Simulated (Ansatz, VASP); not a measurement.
# CdTe in two plane-wave programs, part 2 of 2

Aim: how closely do two programs agree when they are given the same cell, functional and k mesh? The cell is taken from a series of VASP runs on this material, whose earlier steps may have relaxed, scaled or displaced it; both programs get it as it stands.

VASP 6.6.1 and Ansatz 0.2.0.

So far. Step 2 (VASP: band structure, LDA, spin-orbit coupling): The run ends at a pressure of -0.03 GPa.

### 4. Differences

Known differences besides the potentials themselves: spin-orbit coupling enters by fully relativistic files in Ansatz and inside the spheres in VASP; the two LDA forms differ slightly; the data sets hold 36 valence electrons in Ansatz (fully relativistic PAW (standard-fr) files) and 18 in VASP; the cutoff is 420 eV in Ansatz and 400 eV in VASP; VASP's log shows a relativistic correction to its local exchange, Ansatz's none. Total energies have different zeros and are not compared.

The two programs side by side:

```csv
quantity,Ansatz,VASP,difference
pressure (GPa),-0.01,-0.03,+0.02
gap over the path points (eV),0.332,0.373,-0.041
```

Levels at points of the path, from each program's valence-band top (eV; 8 filled, then empty):

```csv
k (reciprocal lattice),Ansatz,VASP
0.000 0.000 0.000,-8.20 -8.20 -0.90 -0.90 0.00 0.00 0.00 0.00 0.33 0.33 3.97 3.97 4.34 4.34,-8.22 -8.22 -0.86 -0.86 0.00 0.00 0.00 0.00 0.37 0.37 3.96 3.96 4.30 4.30
0.167 0.000 0.167,-8.16 -8.16 -2.21 -2.21 -1.15 -1.15 -0.72 -0.72 2.17 2.17 3.25 3.25 5.17 5.17,-8.19 -8.19 -2.19 -2.19 -1.14 -1.14 -0.73 -0.73 2.21 2.21 3.23 3.23 5.15 5.15
0.333 0.000 0.333,-8.00 -8.00 -3.97 -3.97 -2.09 -2.09 -1.72 -1.72 2.28 2.28 2.73 2.73 6.88 6.88,-8.02 -8.02 -3.96 -3.96 -2.08 -2.08 -1.73 -1.73 2.27 2.27 2.74 2.74 6.88 6.88
0.500 0.000 0.500,-7.74 -7.74 -4.85 -4.85 -2.47 -2.47 -2.12 -2.12 2.10 2.10 2.27 2.27 8.30 8.30,-7.76 -7.76 -4.85 -4.85 -2.47 -2.47 -2.13 -2.13 2.09 2.09 2.26 2.26 8.35 8.35
0.500 0.083 0.583,-7.76 -7.69 -4.88 -4.77 -2.67 -2.49 -2.27 -2.23 2.41 2.46 2.53 2.65 7.60 7.77,-7.77 -7.70 -4.87 -4.76 -2.66 -2.49 -2.27 -2.23 2.40 2.45 2.53 2.65 7.60 7.78
0.500 0.183 0.683,-7.75 -7.62 -4.86 -4.63 -3.00 -2.62 -2.53 -2.50 3.34 3.58 3.59 3.68 5.97 6.08,-7.76 -7.63 -4.85 -4.63 -2.99 -2.62 -2.54 -2.51 3.36 3.57 3.58 3.68 5.97 6.08
0.500 0.250 0.750,-7.74 -7.60 -4.86 -4.59 -3.08 -2.62 -2.61 -2.60 3.72 4.16 4.26 4.33 5.07 5.27,-7.75 -7.61 -4.84 -4.59 -3.08 -2.63 -2.62 -2.60 3.75 4.17 4.25 4.32 5.07 5.26
0.450 0.300 0.750,-7.75 -7.61 -4.86 -4.61 -3.13 -2.80 -2.38 -2.29 3.22 3.38 4.10 4.30 5.70 5.81,-7.77 -7.63 -4.84 -4.61 -3.13 -2.81 -2.39 -2.30 3.23 3.37 4.11 4.30 5.70 5.81
0.408 0.342 0.750,-7.77 -7.63 -4.86 -4.62 -3.20 -2.90 -2.07 -2.01 2.62 2.68 4.06 4.27 6.52 6.59,-7.78 -7.64 -4.85 -4.62 -3.19 -2.91 -2.07 -2.01 2.61 2.67 4.07 4.27 6.51 6.58
0.350 0.350 0.700,-7.79 -7.64 -4.84 -4.58 -3.29 -2.97 -1.81 -1.79 2.54 2.58 4.45 4.74 6.66 6.78,-7.80 -7.66 -4.83 -4.58 -3.28 -2.98 -1.81 -1.79 2.53 2.57 4.48 4.75 6.65 6.75
```

Among the levels compared at these points, filled levels agree within 35 meV and empty ones within 50 meV. Ansatz's pressure holds a Pulay correction of 0.03 GPa; VASP's holds none.

### 5. VASP: single point, LDA, spin-orbit coupling

With cell and atoms fixed, the geometry can't cause a difference; cores, projectors, grids and the points listed under the comparison can.

INCAR

```
SYSTEM = CdTe
PREC = Accurate
ENCUT = 400
EDIFF = 1E-08
NELM = 100
ISMEAR = 0
SIGMA = 0.02
LREAL = .FALSE.
ALGO = Normal
GGA = CA
LNONCOLLINEAR = .TRUE.
MAGMOM = 0 0 0 0 0 0
NBANDS = 30
GGA_COMPAT = .FALSE.
LASPH = .TRUE.
LSORBIT = .TRUE.
LORBIT = 11
LWAVE = .FALSE.
LCHARG = .FALSE.
KPAR = 4
```

POSCAR

```
CdTe
1.0
    0.0000000000      3.2050000000      3.2050000000
    3.2050000000      0.0000000000      3.2050000000
    3.2050000000      3.2050000000      0.0000000000
Cd Te
1 1
Direct
    0.0000000000      0.0000000000      0.0000000000
    0.2500000000      0.2500000000      0.2500000000
```

KPOINTS

```
Automatic mesh
0
Gamma
8 8 8
0 0 0
```

KPOINTS_OPT

```
points round the band edges
26
Reciprocal
  0.0000000000   0.0000000000   0.0000000000 1
  0.0000000000   0.0000000000   0.0000000000 1
  0.0000000000  -0.0040807327  -0.0040807327 1
 -0.0000000000   0.0040807327   0.0040807327 1
 -0.0040807327   0.0000000000  -0.0040807327 1
  0.0040807327   0.0000000000   0.0040807327 1
 -0.0040807327  -0.0040807327   0.0000000000 1
  0.0040807327   0.0040807327   0.0000000000 1
  0.0000000000  -0.0153027478  -0.0153027478 1
 -0.0000000000   0.0153027478   0.0153027478 1
 -0.0153027478   0.0000000000  -0.0153027478 1
  0.0153027478   0.0000000000   0.0153027478 1
 -0.0153027478  -0.0153027478   0.0000000000 1
  0.0153027478   0.0153027478   0.0000000000 1
  0.0000000000  -0.0040807327  -0.0040807327 1
 -0.0000000000   0.0040807327   0.0040807327 1
 -0.0040807327   0.0000000000  -0.0040807327 1
  0.0040807327   0.0000000000   0.0040807327 1
 -0.0040807327  -0.0040807327   0.0000000000 1
  0.0040807327   0.0040807327   0.0000000000 1
  0.0000000000  -0.0153027478  -0.0153027478 1
 -0.0000000000   0.0153027478   0.0153027478 1
 -0.0153027478   0.0000000000  -0.0153027478 1
  0.0153027478   0.0000000000   0.0153027478 1
 -0.0153027478  -0.0153027478   0.0000000000 1
  0.0153027478   0.0153027478   0.0000000000 1
```

Potentials, in the order of the species: Cd and Te (LDA family, release 64).

Run with:

```
$ mpirun -np 4 vasp_ncl
```

Numbers of over 12 decimals in the logs are rounded to 6 here.

Log:

```text
[... set-up lines as in an earlier step ...]
 entering main loop
       N       E                     dE             d eps       ncg     rms          rms(c)
[... 12 cycles as in an earlier step ...]
DAV:  13    -0.618185844682E+01    0.16682E-06   -0.46476E-07  2878   0.822E-03    0.764E-03
DAV:  14    -0.618185857686E+01   -0.13005E-06   -0.56981E-07  2766   0.665E-03    0.654E-03
DAV:  15    -0.618185849927E+01    0.77596E-07   -0.16988E-07  2748   0.493E-03    0.215E-03
DAV:  16    -0.618185849860E+01    0.67257E-09   -0.13727E-08  2744   0.841E-04
   1 F= -.61818585E+01 E0= -.61818585E+01  d E =-.197179E-11  mag=     0.0000     0.0000    -0.0000
 Start KPOINTS_OPT (optional k-point list driver)
k-point batch [1-26\26]
       N       E                     dE             ncg
DAV:   1     0.133854963308E+04    0.11243E+04     1584
DAV:   2    -0.140205304491E+04   -0.27406E+04     1776
DAV:   3    -0.153891098487E+04   -0.13686E+03     1806
DAV:   4    -0.154096354903E+04   -0.20526E+01     2014
DAV:   5    -0.154098144832E+04   -0.17899E-01     1782
DAV:   6    -0.154098193276E+04   -0.48444E-03     2026
DAV:   7    -0.154098193936E+04   -0.65993E-05     1770
DAV:   8    -0.154098193956E+04   -0.19529E-06     2044
DAV:   9    -0.154098193956E+04   -0.39486E-08     1454
```

Parts of OUTCAR (step 5):

```text
  Total       -0.0124154     -0.0124154     -0.0124154     -0.0000000      0.0000000      0.0000000
  in kB       -0.3021035     -0.3021035     -0.3021035     -0.0000000      0.0000000      0.0000000
  external PRESSURE =      -0.3021035 kB  Pullay stress =       0.0000000 kB

  FREE ENERGIE OF THE ION-ELECTRON SYSTEM (eV)
  ---------------------------------------------------
  free  energy   TOTEN  =        -6.1818584986 eV

  energy  without entropy=       -6.1818584986  energy(sigma->0) =       -6.18185850

 magnetization (x)
# of ion       s       p       d       tot
------------------------------------------
    1       -0.000   0.000   0.000  -0.000
    2        0.000   0.000   0.000   0.000
--------------------------------------------------
tot         -0.000   0.000   0.000  -0.000

 magnetization (y)
# of ion       s       p       d       tot
------------------------------------------
    1        0.000   0.000   0.000   0.000
    2        0.000   0.000   0.000   0.000
--------------------------------------------------
tot          0.000   0.000   0.000   0.000

 magnetization (z)
# of ion       s       p       d       tot
------------------------------------------
    1       -0.000   0.000   0.000   0.000
    2       -0.000   0.000  -0.000   0.000
--------------------------------------------------
tot         -0.000   0.000   0.000   0.000

[... 3 parts as in an earlier step ...]

[... 1 further part left out ...]
[key lines of the parts left out:]
E-fermi :   2.8314
```

The run ends at a pressure of -0.03 GPa.

### 6. Ansatz: single point, LDA, spin-orbit coupling

The same cell, functional (in two slightly different forms), mesh and smearing now go to Ansatz, which takes its cutoff from its data sets.

The cell is taken from a series of VASP runs on this material, whose earlier steps may have relaxed, scaled or displaced it; both programs get it as it stands.

input.yaml

```yaml
crystal:
  lattice:
    - [0.0, 3.205, 3.205]
    - [3.205, 0.0, 3.205]
    - [3.205, 3.205, 0.0]
  atoms:
    - { symbol: Cd, position: [0.0, 0.0, 0.0] }
    - { symbol: Te, position: [0.25, 0.25, 0.25] }
hamiltonian:
  xc: lda
  pseudopotentials: { kind: paw_fr }
magnetization:
  noncollinear: true
  spin_orbit: true
kpoints:
  mp_grid: { grid: [8, 8, 8] }
scf:
  occupations: { method: gaussian, width: 0.02 }
  n_extra_bands: 8
output:
  forces: true
  stress: true
  eigenvalues: true
  write_density: true
  write_potential: true
  elf: true
  volumetric_format: npy
```

Run with:

```
$ ansatz run input.yaml --threads 2 --pin off --max-ram 4608MiB --backend cpu --events-out ev --progress --plain --runs-dir out
```

Log:

```text
[...]
Crystal: 2 atoms, lattice volume = 65.844 Å³
Basis set: ecut = 420 eV, 1243 PW (Γ)
Bands: 44, of which v1, the nominal top of the filled ones, is band 36 counted from 1 (35 counted from 0)
Symmetry: 24 space group operations + 24 with time reversal
[...]
k-points: 29 of 512 (time reversal used)
[...]
k-point 0: bands = [... 32 lower, 7.9053, 7.9053, 7.9053, 7.9053, 8.2372, 8.2372, 11.8785, 11.8785, ... 4 higher]
  k-point 1: bands = [... 32 lower, 7.2255, 7.2255, 7.7411, 7.7571, 9.1896, 9.1896, 12.0432, 12.0432, ... 4 higher]
  k-point 2: bands = [... 32 lower, 6.8661, 6.8661, 7.4142, 7.4348, 9.4861, 9.4861, 12.5786, 12.5786, ... 4 higher]
  k-point 28: bands = [... 32 lower, 4.8211, 5.2834, 5.2940, 5.3089, 11.6265, 12.0644, 12.1651, 12.2369, ... 4 higher]
[key lines of the parts left out:]
SCF converged after 7 iterations
Magnetization: |M| = 0.0000 μB,  M = (+0.0000, +0.0000, +0.0000) μB
Free energy (F): -14951.017134 eV
Fermi energy:    8.071688 eV
P = ⅓ Tr σ = -0.0119 GPa (-0.119 kbar)
```

It took 6.5 s on 2 threads of Intel Xeon 6975P-C (Granite Rapids), shared host; peak memory 0.61 GiB; 12 s of CPU time.

The run ends at a pressure of -0.01 GPa.

### 7. Comparison

The two programs side by side:

```csv
quantity,Ansatz,VASP,difference
pressure (GPa),-0.01,-0.03,+0.02
gap on the k mesh (eV),0.332,0.373,-0.041
```

A gap on the mesh is an upper bound, since the band edges may lie between its points. Ansatz's pressure holds a Pulay correction of 0.03 GPa; VASP's holds none.

### 8. Outcome

* difference in gap over the path points (band structure, LDA, spin-orbit coupling): -0.041 eV
* difference in gap on the k mesh (single point, LDA, spin-orbit coupling): -0.041 eV

**Reading.** The difference in gap on the k mesh is -0.041 eV (single point, LDA, spin-orbit coupling), within the 0.08 eV picked in this series as the mark of a large difference. 3 further runs of this series are not shown here. Such differences can come from data sets, numerical settings and the points named under the comparisons, not from the functional's error against experiment.

[Lines on the potential files, build, host, timing and source positions are cut from VASP's logs without a mark.]

[Logs are printed without paths, hosts, clocks, repeated set-up lines and the standing remarks that a program may print on its own settings, such as how far it seeks lower states.]

[Hosts, paths, dates, database ids (printed as entryN), source tags and the programs' standing remarks are cut or masked in the printed files.]
